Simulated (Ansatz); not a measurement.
**BP: zone-centre modes under pressure**

BP, F-43m, a = 4.548 Å. Ansatz: PBE, PAW, 420 eV, Γ-centred 10×10×10 mesh on 2 atoms, fixed occupations; no spin polarisation. Cell and atoms are relaxed at each pressure with the symmetry kept; optical modes at Γ by linear response, in cm⁻¹, the highest, without the LO field.

```tsv
P (GPa)	V (Å³/atom)	ω1
0	11.762	799.6
7	11.301	832.3
18	10.716	877.2
35	10.023	?
```

Question: Get the mode's Grüneisen parameter γ = −d ln ω/d ln V from the other rows and predict the missing frequency.

Answer: ln(V/V0) = 0.0000, -0.0400, -0.0931, -0.1600; a line through ln(ω/ω0) of the 3 known rows gives ω1: γ = 0.995 (intercept 0.0001), predicted 937.6, computed 936.3. The miss is 0.1 %, or 1 % of the shift under pressure, so a constant γ serves at that level.

The mesh isn't the same in all rows (10×10×10, 12×12×12).